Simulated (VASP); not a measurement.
WS2 under changes of volume

One of the cells (18.099 Å³/atom); the others are scaled copies at fixed shape and fractional positions:

```
CELL_PARAMETERS angstrom
1.58946 0.91767 6.20415
-1.58946 0.91767 6.20415
0.00000 -1.83535 6.20415
ATOMIC_POSITIONS crystal
W 0.00000 0.00000 0.00000
S 0.58100 0.58100 0.58100
S 0.75030 0.75030 0.75030
```

Measurements of this composition are mostly on another form, of space group No. 194.

| Property | Result |
| --- | --- |
| Program | VASP 6.6.1 |
| Functional | PBE |
| Potentials or basis | VASP PAW PBE potentials, release 64 (W_sv, S) |
| Cutoff | 520 eV |
| k mesh | 10 × 10 × 10 |
| Occupations | fermi-dirac, width 0.05 eV |
| Spin | no spin polarisation |

```tsv
volume (Å³/atom)	energy over the lowest point (meV/atom)	pressure (GPa)	gap on the mesh (eV)	largest force (eV/Å)
16.679	76.25	17.0	1.01	1.766
17.034	43.67	12.4	1.03	1.315
17.389	?	?	?	?
18.099	0.00	1.2	1.10	0.583
18.454	0.57	-1.8	1.11	0.736
18.809	7.48	-4.5	1.12	1.019
```

Q: What does the run at 17.389 Å³/atom give?

A: Energy over the lowest point 20.73 meV/atom; pressure 8.3 GPa; gap on the mesh 1.06 eV; largest force 0.898 eV/Å.

Worked out: A Birch-Murnaghan fit of order 3 (a polynomial in V^(-2/3)) to the other rows has its minimum at 18.24 Å³/atom with B0 = V·E''(V) = 156 GPa and B' = 4.3 at fixed shape and positions, which overstates the stiffness. It gives 20.73 meV/atom at 17.389 Å³/atom, against the run's 20.73, and -dE/dV = 8.3 GPa, against 8.3. A parabola through the other rows of the gap, of slope 1.09 eV per unit of ln V there, gives 1.06 eV, against the run's 1.06.

Energies are extrapolated to zero smearing.

Caveats: spin-orbit coupling is left out, which moves the levels of the heavy elements; forces of over 1 eV/Å show positions far from the minimum, so gaps and moduli don't describe the material at rest (some runs).

A mesh can miss the band edges.
